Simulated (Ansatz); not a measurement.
Steps from a short run of molecular dynamics on a 2×2×2 supercell (16 atoms) of ZnS (rocksalt), relaxed with r2SCAN; forces from r2SCAN in Ansatz 0.2.0, 2×2×2 mesh, Fermi-Dirac smearing of 0.039 eV, a Nosé-Hoover thermostat at fixed volume, set at 450 K. Spin polarisation is off, nuclei are classical, and the run is far too short for thermal averages. The structure comes from a prototype and may be hypothetical.

Cell vectors in Å:
```
0.0000 5.0620 5.0620
5.0620 0.0000 5.0620
5.0620 5.0620 0.0000
```

Question: At 12 fs the positions in Å are
```
Zn   0.017  -0.018   0.003
S    2.530   2.558   2.486
Zn   2.540   2.525   0.021
S    5.090   5.150   2.580
Zn   2.540  -0.008   2.592
S    5.036   2.551   5.032
Zn   5.064   2.487   2.517
S    7.616   5.035   5.034
Zn   0.008   2.541   2.491
S    2.571   5.135   5.042
Zn   2.512   4.996   2.507
S    5.071   7.599   5.092
Zn   2.507   2.578   5.046
S    5.100   5.049   7.646
Zn   5.032   5.037   5.051
S    7.541   7.645   7.626
```
What are the forces, and how far does the free energy (smearing included) lie above that of step 0, with the atoms on their sites?

Answer: 0.5 meV an atom; forces in eV/Å:
```
Zn  -0.055   0.006   0.122
S    0.265  -0.141   0.156
Zn  -0.022   0.082  -0.215
S   -0.216   0.305  -0.336
Zn  -0.111  -0.098  -0.156
S   -0.559  -0.009  -0.075
Zn   0.075   0.113  -0.014
S   -0.034   0.049   0.276
Zn  -0.145  -0.106   0.070
S   -0.099  -0.095   0.069
Zn   0.171   0.265   0.066
S    0.579   0.058   0.207
Zn   0.035  -0.112   0.151
S    0.003  -0.384  -0.094
Zn   0.110   0.059  -0.041
S    0.004   0.010  -0.186
```

Question: At 30 fs the positions in Å are
```
Zn   0.041  -0.045   0.013
S    2.550   2.584   2.434
Zn   2.551   2.520   0.042
S    5.115   5.303   2.623
Zn   2.548  -0.024   2.675
S    4.952   2.581   4.983
Zn   5.069   2.426   2.496
S    7.647   5.001   5.020
Zn   0.015   2.552   2.433
S    2.620   5.232   5.019
Zn   2.491   4.909   2.473
S    5.129   7.614   5.152
Zn   2.473   2.643   5.029
S    5.155   5.000   7.716
Zn   4.993   5.002   5.033
S    7.466   7.724   7.659
```
What are the forces, and how far does the free energy (smearing included) lie above that of step 0, with the atoms on their sites?

Answer: 7.9 meV an atom; forces in eV/Å:
```
Zn  -0.111   0.019   0.327
S    0.394  -0.463   0.428
Zn  -0.014   0.302  -0.521
S   -0.315  -0.044  -0.654
Zn  -0.274  -0.037  -0.451
S   -0.592  -0.029   0.072
Zn   0.076   0.119   0.029
S   -0.088   0.225   0.756
Zn  -0.269   0.057   0.089
S   -0.335  -0.470   0.084
Zn   0.420   0.688   0.163
S    0.566   0.095   0.136
Zn   0.144  -0.216   0.296
S   -0.206  -0.311  -0.318
Zn   0.291   0.156  -0.108
S    0.314  -0.091  -0.327
```

Question: At 66 fs the positions in Å are
```
Zn   0.073  -0.094   0.082
S    2.696   2.479   2.435
Zn   2.577   2.557   0.009
S    5.085   5.505   2.543
Zn   2.522  -0.042   2.778
S    4.680   2.628   4.911
Zn   5.086   2.317   2.470
S    7.666   4.981   5.193
Zn  -0.012   2.612   2.323
S    2.616   5.300   4.980
Zn   2.514   4.837   2.439
S    5.329   7.649   5.274
Zn   2.439   2.743   5.035
S    5.189   4.844   7.762
Zn   4.958   4.961   4.976
S    7.423   7.838   7.676
```
What are the forces, and how far does the free energy (smearing included) lie above that of step 0, with the atoms on their sites?

Answer: 18.5 meV an atom; forces in eV/Å:
```
Zn  -0.111   0.141   0.242
S   -0.104  -0.533  -0.103
Zn   0.118   0.241  -0.335
S   -0.020  -1.102  -0.066
Zn  -0.317   0.714  -0.339
S    1.089  -0.138   0.268
Zn   0.062   0.011   0.434
S   -0.409  -0.065  -0.123
Zn  -0.290   0.319  -0.123
S   -0.287  -0.176  -0.270
Zn   0.406   0.536   0.759
S   -1.019  -0.375  -0.588
Zn   0.436  -0.140   0.094
S   -0.316   0.538  -0.156
Zn   0.355   0.395  -0.206
S    0.407  -0.367   0.512
```

Question: At 72 fs the positions in Å are
```
Zn   0.076  -0.100   0.101
S    2.726   2.437   2.440
Zn   2.582   2.570  -0.006
S    5.075   5.500   2.518
Zn   2.511  -0.036   2.787
S    4.652   2.632   4.907
Zn   5.090   2.300   2.472
S    7.657   4.978   5.234
Zn  -0.022   2.632   2.303
S    2.601   5.299   4.968
Zn   2.527   4.838   2.442
S    5.341   7.647   5.279
Zn   2.441   2.757   5.039
S    5.181   4.826   7.760
Zn   4.960   4.960   4.962
S    7.433   7.846   7.689
```
What are the forces, and how far does the free energy (smearing included) lie above that of step 0, with the atoms on their sites?

Answer: 18.7 meV an atom; forces in eV/Å:
```
Zn  -0.113   0.135   0.119
S   -0.326  -0.381  -0.222
Zn   0.142   0.143  -0.202
S    0.050  -0.822   0.078
Zn  -0.276   0.750  -0.291
S    1.406  -0.152   0.321
Zn   0.145  -0.004   0.412
S   -0.444  -0.085  -0.451
Zn  -0.288  -0.113  -0.135
S   -0.202  -0.119  -0.346
Zn   0.309   0.395   0.965
S   -1.074  -0.451  -0.613
Zn   0.283  -0.112   0.044
S   -0.233   0.745  -0.033
Zn   0.327   0.418  -0.166
S    0.294  -0.347   0.521
```

Question: At 84 fs the positions in Å are
```
Zn   0.081  -0.111   0.138
S    2.774   2.341   2.442
Zn   2.596   2.597  -0.037
S    5.057   5.465   2.471
Zn   2.485  -0.012   2.802
S    4.643   2.636   4.908
Zn   5.100   2.264   2.483
S    7.624   4.971   5.300
Zn  -0.047   2.668   2.261
S    2.567   5.293   4.932
Zn   2.557   4.846   2.466
S    5.332   7.628   5.270
Zn   2.449   2.783   5.049
S    5.159   4.817   7.754
Zn   4.967   4.965   4.933
S    7.463   7.851   7.732
```
What are the forces, and how far does the free energy (smearing included) lie above that of step 0, with the atoms on their sites?

Answer: 14.3 meV an atom; forces in eV/Å:
```
Zn  -0.130   0.059  -0.230
S   -0.705   0.063  -0.322
Zn   0.186  -0.044   0.148
S    0.150  -0.197   0.353
Zn  -0.165   0.539  -0.207
S    1.506  -0.117   0.362
Zn   0.338  -0.033   0.244
S   -0.466  -0.059  -0.868
Zn  -0.252  -0.843  -0.095
S    0.013  -0.148  -0.415
Zn   0.078   0.186   1.197
S   -0.737  -0.495  -0.502
Zn  -0.051  -0.101  -0.033
S   -0.062   0.923   0.208
Zn   0.284   0.441  -0.032
S    0.014  -0.172   0.192
```

Question: At 108 fs the positions in Å are
```
Zn   0.082  -0.131   0.192
S    2.781   2.186   2.405
Zn   2.638   2.648  -0.082
S    5.038   5.380   2.427
Zn   2.423   0.059   2.822
S    4.789   2.634   4.950
Zn   5.142   2.187   2.514
S    7.499   4.952   5.336
Zn  -0.112   2.690   2.173
S    2.507   5.253   4.814
Zn   2.620   4.873   2.582
S    5.243   7.529   5.198
Zn   2.463   2.828   5.064
S    5.107   4.896   7.777
Zn   5.001   5.004   4.873
S    7.516   7.851   7.812
```
What are the forces, and how far does the free energy (smearing included) lie above that of step 0, with the atoms on their sites?

Answer: 12.3 meV an atom; forces in eV/Å:
```
Zn  -0.186  -0.162  -0.978
S   -0.498   1.593  -0.212
Zn   0.226  -0.277   1.021
S    0.037   0.258   0.383
Zn   0.073  -0.787   0.144
S   -0.088   0.110  -0.189
Zn   0.216   0.079  -0.230
S   -0.098   0.206  -0.146
Zn  -0.003  -0.508   0.564
S    0.417  -0.363   0.491
Zn  -0.355  -0.072  -0.289
S    0.320  -0.068   0.020
Zn   0.036  -0.306  -0.183
S    0.017  -0.279   0.460
Zn   0.231   0.310   0.302
S   -0.344   0.268  -1.157
```
